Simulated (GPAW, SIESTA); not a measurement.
A SIESTA input for a self-consistent single point of SrF₂ (Fm-3m, 3 atoms in the cell) (DFT, GGA PBE, numerical atomic orbitals DZP, PseudoDojo PBE standard norm-conserving potentials (rewritten from UPF to PSML)):

```
# files in the folder: Sr.psml F.psml (PseudoDojo PBE standard)
SystemName  SrF2
SystemLabel siesta

NumberOfAtoms                3
NumberOfSpecies              2
%block ChemicalSpeciesLabel
  1 38 Sr
  2 9 F
%endblock ChemicalSpeciesLabel
LatticeConstant              1.0 Bohr
%block LatticeVectors
     0.000000000    5.380783491    5.380783491
     5.380783491    0.000000000    5.380783491
     5.380783491    5.380783491    0.000000000
%endblock LatticeVectors
AtomicCoordinatesFormat      ScaledCartesian
%block AtomicCoordinatesAndAtomicSpecies
     0.000000000    0.000000000    0.000000000  1
     8.071175236    8.071175236    8.071175236  2
     2.690391745    2.690391745    2.690391745  2
%endblock AtomicCoordinatesAndAtomicSpecies

XC.functional                GGA
XC.authors                   PBE
PAO.BasisSize                DZP
PAO.EnergyShift              0.01 Ry
MeshCutoff                   300 Ry
%block kgrid.MonkhorstPack
    8   0   0  0.0
    0   8   0  0.0
    0   0   8  0.0
%endblock kgrid.MonkhorstPack
OccupationFunction           FD
ElectronicTemperature        10 K

MaxSCFIterations             150
SCF.Mixer.Method             Pulay
SCF.Mixer.Weight             0.25
SCF.Mixer.History            8
SCF.DM.Tolerance             1.0E-05
Diag.ParallelOverK           true
WriteForces                  true
Charge.Mulliken              end
```

Question: Give the GPAW input for the same structure, mesh, smearing and functional.

Answer: One input that does it (others would too):

```python
from ase import Atoms
from ase.units import GPa
from gpaw import GPAW

atoms = Atoms(['Sr', 'F', 'F'],
              cell=[[0.000000, 2.847388, 2.847388],
                    [2.847388, 0.000000, 2.847388],
                    [2.847388, 2.847388, 0.000000]],
              positions=[[0.000000, 0.000000, 0.000000],
                         [4.271082, 4.271082, 4.271082],
                         [1.423694, 1.423694, 1.423694]],
              pbc=True)

calc = GPAW(mode={'name': 'pw', 'ecut': 950},
            xc='PBE',
            kpts={'size': (8, 8, 8), 'gamma': True},
            occupations={'name': 'fixed-uniform'},
            nbands=-8,
            convergence={'bands': -6},
            symmetry={'symmorphic': False, 'tolerance': 0.0005},
            maxiter=120)

atoms.calc = calc

energy = atoms.get_potential_energy()
print('Energy (eV):', round(energy, 6))
forces = atoms.get_forces()
print('Forces (eV/Ang):')
print(forces.round(5))
stress = atoms.get_stress()
print('Stress (GPa, Voigt):', (stress / GPa).round(4))
```

Basis settings and potentials, where a program has them, do not carry over. This input uses DFT PBE, plane waves, GPAW PAW datasets PBE (gpaw-data 1.0.1). Both were run: gap on the mesh 6.715 eV in SIESTA and 7.247 in GPAW.

On SIESTA: the starting cell comes from a database of computed structures (which also holds hypothetical and non-ambient phases and stackings), without a prior relaxation at this level. Its lattice was rescaled by a random factor within 2.5 % of one. Values carry the incompleteness of an atom-centred basis. The basis of the alkali or alkaline-earth atoms may lack their empty d shell, which can raise the gap. With a pressure of about 7 GPa the cell is away from its equilibrium volume at this level.

On GPAW: the starting cell comes from a database of computed structures (which also holds hypothetical and non-ambient phases and stackings), without a prior relaxation at this level. Its lattice was rescaled by a random factor within 2.5 % of one.
